How much does a crystal's pressure change when LDA is replaced by PBEsol and the cell is left alone? Four fcc elements are given below; aluminium and nickel are to be forecast from them.

Fcc elements in Ansatz 0.2.0, all-electron scalar-relativistic LAPW with LDA (1) and PBEsol (2) on the same fixed cells and k meshes, with Fermi-Dirac smearing of 0.03 to 0.08 eV. Magnetic elements start with parallel spins; the others are run without spin. Pressure is positive in compression, and energies count from spherical, unpolarised free atoms at the same level.

| crystal | space group | largest Z | volume (Å³/atom) | pressure, LDA (1) (GPa) | pressure, PBEsol (2) (GPa) | pressure, (2) less (1) (GPa) | cell moment, LDA (1) (muB) | cell moment, PBEsol (2) (muB) | energy less free atoms, LDA (1) (eV/atom) | energy less free atoms, PBEsol (2) (eV/atom) | energy less free atoms, (2) less (1) (eV/atom) |
| --- | --- | --- | --- | --- | --- | --- | --- | --- | --- | --- | --- |
| C | 225 | 6 | 7.347 | -10.09 | -7.01 | 3.08 | 0.00 | 0.00 | -5.50 | -5.17 | 0.33 |
| Al | 225 | 13 | 16.58 | ? | ? | ? | ? | ? | ? | ? | ? |
| Ni | 225 | 28 | 10.90 | ? | ? | ? | ? | ? | ? | ? | ? |
| Cu | 225 | 29 | 11.45 | -8.55 | -2.07 | 6.48 | 0.00 | 0.00 | -4.74 | -4.34 | 0.41 |
| Rh | 225 | 45 | 13.78 | -11.80 | -5.74 | 6.06 | 0.00 | 0.00 | -8.71 | -8.14 | 0.56 |
| Ta | 225 | 73 | 18.79 | -10.67 | -5.83 | 4.83 | 0.00 | 0.00 | -10.48 | -10.20 | 0.28 |

All four known rows move the same way: PBEsol raises the pressure and weakens the binding. Their pressures are negative, so the cells are stretched beyond equilibrium, and PBEsol relieves part of that tension. It therefore favours a larger cell than LDA does. The pressures themselves depend on the cell chosen, but their difference, here called the pressure shift, compares two calculations in the same cell.

The cause lies in how the density varies in space. PBEsol, unlike LDA, responds to density gradients, and relative to the density itself these are strong in the outer parts of a free atom. In a crystal the tails of neighbours overlap and flatten the density between them. For rhodium, PBEsol lowers the free atom by 60.55 eV but the crystal by only 59.99 eV. Most of either drop should come from the core and cancel; what remains weakens the binding by 0.56 eV/atom. As the crystal expands it becomes more like separate atoms, this loss shrinks, and PBEsol adds an outward push.

That argument links the two differences in the table. Pressure is minus the slope of energy against volume, and the free atoms have no volume to change. The pressure shift times the volume V per atom is therefore the rate at which the loss of binding fades per unit of ln V. Call this rate W, in eV/atom.

Carbon, the first row, has a W of only 0.14 eV/atom. This is a metallic fcc crystal with one atom per cell, not diamond, so it stands for no familiar form of carbon. It is also the only known row without valence d electrons.

Further down, copper, rhodium and tantalum have W between 0.46 and 0.57 eV/atom. Steep d shells that reach towards their neighbours would explain why these values exceed carbon's, but the numbers don't isolate that cause. Tantalum is fcc here, not its stable bcc form, and spin-orbit coupling is missing at both levels. The simplest model gives all d metals the same W; fitted to these three rows, it is 0.50 eV/atom.

For nickel the estimate is 0.501 eV divided by 10.90 Å³, or 0.046 eV/Å³. One eV/Å³ is 160.2 GPa, so the forecast is 7.4 GPa, with a range of 6.2 to 8.6 GPa. This and the other ranges are judgements, not statistical intervals.

Aluminium has no valence d electrons, so carbon is the nearer guide, and its W gives 1.4 GPa. Aluminium also has a filled 2s2p shell beneath its valence electrons, which carbon lacks and which should add to the gradients. I raise the forecast to 1.7 GPa, with a range of 0.9 to 2.5 GPa; the size of that step is a guess.

The loss of binding has no comparable model. It is also counted from spherical unpolarised atoms, which exaggerate the binding of open-shell elements, so these energies are not cohesive energies of the measured kind. For nickel the mean of copper and rhodium gives 0.48 eV/atom, range 0.35 to 0.65. For aluminium, carbon's value scaled by three valence electrons against four gives 0.25. Aluminium has more volume per electron, and the loss fades with volume, so I lower this to 0.20 eV/atom, range 0.10 to 0.33.

Nickel may also be magnetic. The four known rows were run without spin, so their zero moments are imposed. If nickel's parallel start was applied and survives, its moment should be near 0.6 μB at both levels, range 0.5 to 0.7; this rests on a rough recalled value for the metal.

The withheld rows as computed:

| crystal | space group | largest Z | volume (Å³/atom) | pressure, LDA (1) (GPa) | pressure, PBEsol (2) (GPa) | pressure, (2) less (1) (GPa) | cell moment, LDA (1) (muB) | cell moment, PBEsol (2) (muB) | energy less free atoms, LDA (1) (eV/atom) | energy less free atoms, PBEsol (2) (eV/atom) | energy less free atoms, (2) less (1) (eV/atom) |
| --- | --- | --- | --- | --- | --- | --- | --- | --- | --- | --- | --- |
| Al | 225 | 13 | 16.58 | -3.78 | -2.10 | 1.68 | 0.00 | 0.00 | -4.17 | -4.08 | 0.09 |
| Ni | 225 | 28 | 10.90 | -17.15 | -9.78 | 7.37 | 0.61 | 0.62 | -8.24 | -7.78 | 0.46 |

Aluminium's pressure shift is 1.68 GPa, almost the forecast. Carbon's W alone would have fallen short by about a fifth, so the close agreement owes much to the guessed step. The loss of binding is a miss: 0.09 eV/atom, less than half the forecast and just below its range. Counting valence electrons does not carry carbon's value over to aluminium.

Nickel's shift of 7.37 GPa matches the model far more closely than the three fitted metals do, where the error reaches 0.6 GPa for tantalum. Such precision should not be expected again. A single pressure shift for all d metals would have missed nickel by 1.6 GPa, so the division by volume helps here. The loss of binding, 0.46 eV/atom, and the moments, 0.61 and 0.62 μB, also fall within their ranges. Aluminium, like the known rows, was run without spin, so its zero moment is imposed. The printed analysis below gives both fits.

A neighbouring series that went from LDA to PBE should show shifts of the same sign but larger, because PBE corrects more strongly for gradients. For the step to PBEsol, 80 GPa Å³ divided by the volume per atom reproduces the shift of all four d metals here to within about 12%. No such rule emerges for the binding. Aluminium and tantalum both lose little binding for the size of their W, and the table leaves open why.

The analysis program printed:

```
W of C (eV/atom): 0.1412
W of Cu (eV/atom): 0.4631
W of Rh (eV/atom): 0.5212
W of Ta (eV/atom): 0.5665
W divided by dE, Rh: 0.9307
W divided by dE, Ta: 2.023
fit of dP on 3 rows (isd > 0): coefficient of u 0.5012 +/- 0.028; rms 0.465, worst Ta -0.557, leave-one-out rms 0.743
  rows outside the fit (model, value, miss): C 10.93, 3.08, 7.85; Al 4.843, 1.68, 3.16; Ni 7.367, 7.37, -0.00336
fit of dP on 3 rows (isd > 0): constant 5.79 +/- 0.5; rms 0.7, worst Ta 0.96, leave-one-out rms 1.05
  rows outside the fit (model, value, miss): C 5.79, 3.08, 2.71; Al 5.79, 1.68, 4.11; Ni 5.79, 7.37, -1.58
Al pressure shift with W of C (GPa): 1.365
Al forecast of pressure shift, range 0.9 to 2.5 (GPa): 1.7
Al computed pressure shift (GPa): 1.68
Al forecast less computed pressure shift (GPa): 0.02
Al computed W (eV/atom): 0.1739
Ni computed W (eV/atom): 0.5014
Ni forecast of binding change, range 0.35 to 0.65 (eV/atom): 0.485
Ni forecast less computed binding change (eV/atom): 0.025
Al binding change scaled from C by valence electrons (eV/atom): 0.2475
Al forecast 0.20 less computed binding change (eV/atom): 0.11
Ni forecast 0.6 less computed moment, LDA (muB): -0.01
Ni forecast 0.6 less computed moment, PBEsol (muB): -0.02
```
